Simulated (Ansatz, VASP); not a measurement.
Zr in VASP and in Ansatz

File INCAR:

```
SYSTEM = Zr
  PREC = Accurate
  ENCUT = 520
  EDIFF = 1E-6
  ISMEAR = -1
  SIGMA = 0.1
  LREAL = .False.
  LASPH = .True.
  NELM = 80
  ALGO = Normal
  ISIF = 2
  LWAVE = .False.
  LCHARG = .True.
  GGA = RE
  LELF = .True.
  LVHAR = .True.
  NBANDS = 12
```

Contents of KPOINTS:

```
Automatic mesh
0
Gamma
  14 14 14
  0 0 0
```

POSCAR

```
Zr
1.0
   -1.8699416163      1.8699416163      1.8699416163
    1.8699416163     -1.8699416163      1.8699416163
    1.8699416163      1.8699416163     -1.8699416163
Zr
1
Direct
    0.0000000000      0.0000000000      0.0000000000
```

Input for Ansatz:

```yaml
crystal:
  lattice:
    - [-1.8699416163, 1.8699416163, 1.8699416163]
    - [1.8699416163, -1.8699416163, 1.8699416163]
    - [1.8699416163, 1.8699416163, -1.8699416163]
  atoms:
    - { symbol: Zr, position: [0.0, 0.0, 0.0] }
hamiltonian:
  xc: revpbe
  pseudopotentials:
    kind: paw
    azcp:
      Zr: "pseudopotentials/Zr.paw.azcp"
basis:
  ecutwfc: 420
  fft_grid_basis: typed
kpoints:
  mp_grid: { grid: [14, 14, 14], shift: [0, 0, 0] }
magnetization:
  spin_polarized: false
scf:
  occupations: { method: fermi_dirac, width: 0.1 }
  lower_state_search: "off"
output:
  stress: true
```

Alike in both runs: task single point; functional revPBE; k mesh 14 × 14 × 14; occupations fermi-dirac, width 0.1 eV; no spin polarisation.

```csv
,VASP,Ansatz
version,VASP 6.6.1,Ansatz 0.2.0
potentials or method,"VASP PAW PBE potentials, release 64 (Zr_sv)","plane waves (420 eV) with PAW, scalar-relativistic"
plane-wave cutoff (eV),520,420
valence electrons in the cell,12,12
```

|  | VASP | Ansatz | Ansatz less VASP |
| --- | --- | --- | --- |
| pressure (GPa) | -7.9 | -7.9 | -0.01 |

With one functional, cell and mesh, what is left measures potentials, basis and numerics.

Caveats: the PAW data sets were made with another functional, which shifts forces and pressure a little (VASP).
